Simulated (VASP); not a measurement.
Here is a VASP 6.6.1 calculation.

The input INCAR:

```
PREC = Accurate
ENCUT = 520
EDIFF = 1E-6
ISMEAR = -1
SIGMA = 0.02
LREAL = False
LASPH = True
NELM = 100
ALGO = Normal
ISIF = 2
LWAVE = False
LCHARG = False
GGA = PE
IVDW = 12
NBANDS = 20
```

File KPOINTS:

```
regular mesh
0
Gamma
  8 8 8
```

The input POSCAR:

```
PbS2
1.0
    1.9291247481      1.1137806927      5.5236522129
   -1.9291247481      1.1137806927      5.5236522129
    0.0000000000     -2.2275613853      5.5236522129
Pb S
1 2
Direct
    0.0000000000      0.0000000000      0.0000000000
    0.2401932547      0.2401932547      0.2401932547
    0.7598067453      0.7598067453      0.7598067453
```

Potentials or basis: VASP PAW PBE potentials, release 64 (Pb_d, S).

Launch:

```sh
$ cat potpaw_PBE.64/Pb_d/POTCAR potpaw_PBE.64/S/POTCAR > POTCAR
$ mpirun -np 1 vasp_std > vasp.out
```

(1) Estimate the largest force.

(2) What does it give for the dispersion energy per atom?

## Answers

(1) 0.004 eV/Å.

(2) -0.336 eV.
